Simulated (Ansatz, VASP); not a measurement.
**Two plane-wave programs on KTaO3**

The input POSCAR:

```
KTaO3
1.0
    3.9883000000      0.0000000000      0.0000000000
    0.0000000000      3.9883000000      0.0000000000
    0.0000000000      0.0000000000      3.9883000000
K Ta O
1 1 3
Direct
    0.5000000000      0.5000000000      0.5000000000
    0.0000000000      0.0000000000      0.0000000000
    0.5000000000      0.0000000000      0.0000000000
    0.0000000000      0.5000000000      0.0000000000
    0.0000000000      0.0000000000      0.5000000000
```

The input INCAR.step1:

```
SYSTEM = KTaO3
  ALGO = Normal
  EDIFF = 1E-4
  ENCUT = 520
  GGA = PE
  ISMEAR = 0
  LASPH = .TRUE.
  LCHARG = .FALSE.
  LREAL = .FALSE.
  LWAVE = .TRUE.
  NBANDS = 27
  NELM = 80
  PREC = Accurate
  SIGMA = 0.05
```

INCAR.step2

```
SYSTEM = KTaO3
  ALGO = Normal
  EDIFF = 1E-7
  ENCUT = 520
  ISIF = 2
  ISMEAR = 0
  ISTART = 1
  LASPH = .TRUE.
  LCHARG = .FALSE.
  LMIXTAU = .TRUE.
  LREAL = .FALSE.
  LWAVE = .FALSE.
  METAGGA = R2SCAN
  NBANDS = 27
  NELM = 80
  PREC = Accurate
  SIGMA = 0.05
```

Contents of KPOINTS:

```
k-points
0
G
  6 6 6
  0 0 0
```

Input for Ansatz:

```yaml
crystal:
  lattice:
    - [3.9883, 0.0, 0.0]
    - [0.0, 3.9883, 0.0]
    - [0.0, 0.0, 3.9883]
  atoms:
    - { symbol: K, position: [0.5, 0.5, 0.5] }
    - { symbol: Ta, position: [0.0, 0.0, 0.0] }
    - { symbol: O, position: [0.5, 0.0, 0.0] }
    - { symbol: O, position: [0.0, 0.5, 0.0] }
    - { symbol: O, position: [0.0, 0.0, 0.5] }
basis:
  ecutwfc: 500
kpoints:
  mp_grid: { grid: [6, 6, 6] }
hamiltonian:
  xc: r2scan
scf:
  occupations: { method: gaussian, width: 0.05 }
output:
  forces: true
  stress: true
  eigenvalues: true
  write_density: true
  write_potential: true
  elf: true
  volumetric_format: npy
```

Alike in both runs: task single point; functional r2SCAN; k mesh 6 × 6 × 6; occupations gaussian, width 0.05 eV; no spin polarisation.

|  | VASP | Ansatz |
| --- | --- | --- |
| version | VASP 6.6.1 | Ansatz 0.2.0 |
| potentials or method | VASP PAW PBE potentials, release 64 (K_sv, Ta_pv, O) | scalar-relativistic, plane waves, PAW |
| plane-wave cutoff (eV) | 520 | 500 |
| valence electrons in the cell | 38 | 40 |

```csv
,VASP,Ansatz,Ansatz less VASP
gap on the k mesh at the Fermi level (eV),2.60,2.63,+0.031
least direct gap on the mesh (eV),3.25,3.27,+0.017
pressure (GPa),1.2,0.3,-0.92
```

The two sets of potentials don't hold the same shells in valence.

Caveats: the PAW data sets were made with another functional, which shifts forces and pressure a little (VASP); spin-orbit coupling is left out, which moves the levels of the heavy elements. r2SCAN opens gaps a little over a GGA but as a rule still falls short of measured ones. A k mesh can miss the band edges.
